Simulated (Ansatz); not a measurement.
**TiO2: Coordination and ¹⁷O quadrupole coupling**

Cell: a computed structure from the Materials Project (it need not be an observed phase).

```cif
data_TiO2
_symmetry_space_group_name_H-M 'P2_1/c'
_symmetry_Int_Tables_number 14
_cell_length_a 4.8127
_cell_length_b 4.8719
_cell_length_c 5.0410
_cell_angle_alpha 90.000
_cell_angle_beta 99.856
_cell_angle_gamma 90.000
loop_
_atom_site_label
_atom_site_type_symbol
_atom_site_symmetry_multiplicity
_atom_site_Wyckoff_symbol
_atom_site_fract_x
_atom_site_fract_y
_atom_site_fract_z
Ti Ti 4 e 0.2774 0.4472 0.7131
O5 O 4 e 0.4454 0.7424 0.9668
O9 O 4 e 0.0638 0.3230 0.3516
```

One atom of each set is listed.

Method: Kohn–Sham DFT in Ansatz, r2SCAN, plane waves and PAW (field gradients read without the response of the frozen cores, which leaves them typically 4 to 6 % off), scalar-relativistic, 500 eV cutoff, Γ-centred 5×4×4 k-points, Fermi–Dirac smearing 0.02 eV.

Q(¹⁷O) = -25.58 mb.

Task: Rank these O sites by |C_Q|, smallest first.
A. O9: 3 Ti at 1.88–2.03 Å
B. O5: 4 Ti at 2.00–2.20 Å

Result: B (0.912 MHz, η = 0.41), A (1.70 MHz, η = 0.96).

Like point charges on the first shell alone (each adding as 1/d³) would give the same order.
